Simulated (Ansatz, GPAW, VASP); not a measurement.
**ZnSe: programs and potentials compared**

```
CELL_PARAMETERS angstrom
0.00000 2.83380 2.83380
2.83380 0.00000 2.83380
2.83380 2.83380 0.00000
ATOMIC_POSITIONS crystal
Se 0.75000 0.75000 0.75000
Zn 0.00000 0.00000 0.00000
```

Alike in all runs: task single point; functional PBE; k mesh 8 × 8 × 8; occupations gaussian, width 0.014 eV; no spin polarisation; no spin-orbit coupling. Pressure is positive in compression and, in plane waves, holds the error of the finite cutoff, which Ansatz's Pulay term estimates and takes out.

| program and potentials | plane-wave cutoff (eV) | notes | band gap (eV) | pressure (GPa) |
| --- | --- | --- | --- | --- |
| Ansatz, Ansatz PAW | 420 | 14 valence electrons an atom on average; Pulay term of +0.05 GPa included | 1.29 | 2.10 |
| VASP, PBE PAW files Se, Zn, 520 eV | 520 | 9 valence electrons an atom on average | 1.29 | 2.38 |
| Ansatz, all-electron LAPW, scalar-relativistic | - | - | 1.29 | 2.12 |
| GPAW, GPAW PAW data sets (gpaw-data 1.2.1) | 600 | 9 valence electrons an atom on average | 1.30 | 2.09 |

The band gap spans 1.29 (Ansatz, Ansatz PAW) to 1.30 eV (GPAW, GPAW PAW data sets (gpaw-data 1.2.1)), with all-electron results at 1.29. The pressure spans 2.09 (GPAW, GPAW PAW data sets (gpaw-data 1.2.1)) to 2.38 GPa (VASP, PBE PAW files Se, Zn, 520 eV), with all-electron results at 2.12. Spin-orbit coupling, left out here, moves the band edges of heavy atoms.

Differences between rows come from potentials, basis sets and numerical settings, since the functional is the same but for its coding. Runs on potential files found faulty are left out.

The near-identical gaps, all-electron result included, show that the gap is set by the functional and hardly by the treatment of the core. It lies far below the measured gap of ZnSe. Semilocal exchange-correlation lacks the derivative discontinuity, and it also places the Zn 3d states too high, so that their repulsion with Se 4p pushes the valence-band top up.

The positive pressure in every row means that PBE would expand this cell, which is close to the experimental one, in line with the functional's usual underbinding of semiconductors.

Pressure separates the potentials more clearly than the gap does: VASP stands apart at 2.38 GPa, against 2.12 GPa for all-electron LAPW. The valence count alone doesn't explain this, since GPAW treats equally many electrons and stays close to LAPW. Missing plane waves normally make the pressure too low, so the excess probably stems from the construction of the PAW files. Agreement at one volume doesn't establish equal compressibilities.
